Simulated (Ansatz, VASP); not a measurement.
**One calculation of SrO, two programs**

```xyz
2
Lattice="0.0000 2.7416 2.7693 2.7693 0.0000 2.7693 2.7693 2.7416 0.0000" Properties=species:S:1:pos:R:3 pbc="T T T"
Sr    0.0000    0.0000    0.0000
O     1.3847    1.3708    1.3847
```

Change from the starting cell: strain e2 = -0.01, atoms carried along.

Alike in both runs: task single point; functional PBEsol; k mesh 10 × 10 × 10; occupations gaussian, width 0.05 eV; no spin polarisation.

|  | VASP | Ansatz |
| --- | --- | --- |
| version | VASP 6.6.1 | Ansatz 0.2.0 |
| potentials or method | VASP PAW PBE potentials, release 64 (Sr_sv, O) | scalar-relativistic, plane waves, PAW |
| plane-wave cutoff (eV) | 520 | 420 |
| valence electrons in the cell | 16 | 16 |

VASP gave:

- gap on the k mesh at the Fermi level (eV): 2.48
- least direct gap on the mesh (eV): 3.42
- pressure (GPa): 1.2
- largest component of the traceless stress (GPa): 0.06

Q: Which values does Ansatz return?

A: gap on the k mesh at the Fermi level (eV): 2.47; least direct gap on the mesh (eV): 3.41; pressure (GPa): 0.7; largest component of the traceless stress (GPa): 0.06.

Caveats: the PAW data sets were made with another functional, which shifts forces and pressure a little (VASP). A k mesh can miss the band edges.
